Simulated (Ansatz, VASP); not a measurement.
Two plane-wave programs on ZrC

```xyz
4
Lattice="3.3758 0.0000 0.0000 -1.6879 2.9235 0.0000 0.0000 0.0000 5.2823" Properties=species:S:1:pos:R:3 pbc="T T T"
Zr    0.0000    1.9490    1.3206
Zr    1.6879    0.9745    3.9617
C     0.0000    0.0000    0.0000
C     0.0000    0.0000    2.6411
```

The cell comes from a database or a generator and needn't be the stable form of this composition.

Alike in both runs: task single point; functional PBE; k mesh 18 × 18 × 10; occupations gaussian, width 0.15 eV; no spin polarisation.

|  | VASP | Ansatz |
| --- | --- | --- |
| version | VASP 6.6.1 | Ansatz 0.2.0 |
| potentials or method | VASP PAW PBE potentials, release 64 (Zr_sv, C) | scalar-relativistic, plane waves, PAW |
| plane-wave cutoff (eV) | 520 | 420 |
| valence electrons in the cell | 32 | 32 |

Ansatz gave:

```
gap on the k mesh at the Fermi level (eV)       : none
pressure (GPa)                                  : 0.0
largest component of the traceless stress (GPa) : 0.48
```

**Question.** Estimate VASP's values.

**Answer.** gap on the k mesh at the Fermi level (eV): none; pressure (GPa): 0.3; largest component of the traceless stress (GPa): 0.47.

A gap of «none» marks a metal or a gap that the smearing closes.
